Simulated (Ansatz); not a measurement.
# GaN: H interstitial

Level of theory: PBE, collinear spin where a state has unpaired electrons to hold, scalar-relativistic; Ansatz, plane waves to 420 eV (PAW set soft_2), k-mesh 2×2×2 shifted by half a step.

The relaxed host crystal (Kohn–Sham gap 1.71 eV over the whole zone):

```
Ga N
1.0
     3.21836    0.00000    0.00000
    -1.60918    2.78718    0.00000
     0.00000    0.00000    5.24311
Ga N
2 2
Direct
  0.66667 0.33333 0.49913
  0.33333 0.66667 0.99913
  0.66667 0.33333 0.87587
  0.33333 0.66667 0.37587
```

Supercell of 36 atoms, rows of the matrix [[2,1,1],[-1,1,1],[-1,-2,1]] times the cell vectors; H interstitial at (0.000, 0.000, 0.167) in fractions of the cell above. Atoms are relaxed at the host's cell, from a start shaken by 0.05 Å near the defect; charged cells sit in a uniform background.

Nearest atoms to the added H: charge +1: N 1.04 Å, Ga 2.06 Å, Ga 2.07 Å, Ga 2.12 Å, N 2.32 Å, N 2.32 Å, Ga 2.74 Å, Ga 2.78 Å; charge 0: Ga 2.03 Å, Ga 2.03 Å, Ga 2.03 Å, N 2.19 Å, N 2.19 Å, N 2.19 Å, N 2.43 Å, N 2.43 Å.

The largest move of an atom from its ideal place is 1.0 Å at charge +1, 0.0 Å at charge 0, so the cell at charge +1 rearranged and didn't merely relax.

```csv
charge,moment of the cell (μB),moment on H (μB),gap of the cell on the mesh (eV),carriers
+1,0.00,0.00,3.02,none in the bands
0,1.00,0.45,1.01,none in the bands
```

On this mesh the host's own supercell has a gap of 3.09 eV.

The cells of these charges didn't relax alike (a rearrangement in some, or a distortion of the host), so no level or lowest charge is given.

Formation energy of the neutral defect: 2.82 eV, taking atoms from and to the elements' standard states (no corrections for gases), so it belongs to those chemical potentials alone.

Relaxed cell at charge +1:

```
GaN H_i charge 1
1.0
     4.8275    2.7872    5.2431
    -4.8275    2.7872    5.2431
     0.0000   -5.5744    5.2431
Ga N H
18 18 1
Direct
  0.3853 0.3921 0.7178
  0.3909 0.7175 0.3911
  0.7189 0.0591 0.7190
  0.4037 0.0641 0.0422
  0.7176 0.3921 0.3855
  0.0505 0.7233 0.7194
  0.7192 0.7234 0.0506
  0.0421 0.0641 0.4039
  0.0526 0.3887 0.0527
  0.4400 0.7794 0.7739
  0.4409 0.1148 0.4411
  0.7744 0.4459 0.7745
  0.4418 0.4467 0.1058
  0.7738 0.7794 0.4401
  0.1084 0.1122 0.7772
  0.7771 0.1122 0.1086
  0.1057 0.4467 0.4420
  0.1019 0.7651 0.1020
  0.5109 0.5169 0.8434
  0.5085 0.8514 0.5086
  0.8452 0.1829 0.8454
  0.5149 0.1844 0.1786
  0.8432 0.5169 0.5110
  0.1773 0.8482 0.8441
  0.8440 0.8482 0.1774
  0.1784 0.1844 0.5150
  0.1793 0.5110 0.1794
  0.2315 0.5747 0.5640
  0.2204 0.9204 0.2205
  0.5662 0.2395 0.5663
  0.2358 0.2375 0.9010
  0.5638 0.5748 0.2316
  0.8968 0.9034 0.5694
  0.5692 0.9035 0.8969
  0.9009 0.2375 0.2359
  0.9009 0.5699 0.9011
  0.1414 0.0201 0.1418
```

Caveats: semilocal functionals make gaps too small, which shifts levels too; small supercell, so energies and levels can be off by tenths of an eV; one random start near the defect, so other minima are possible.
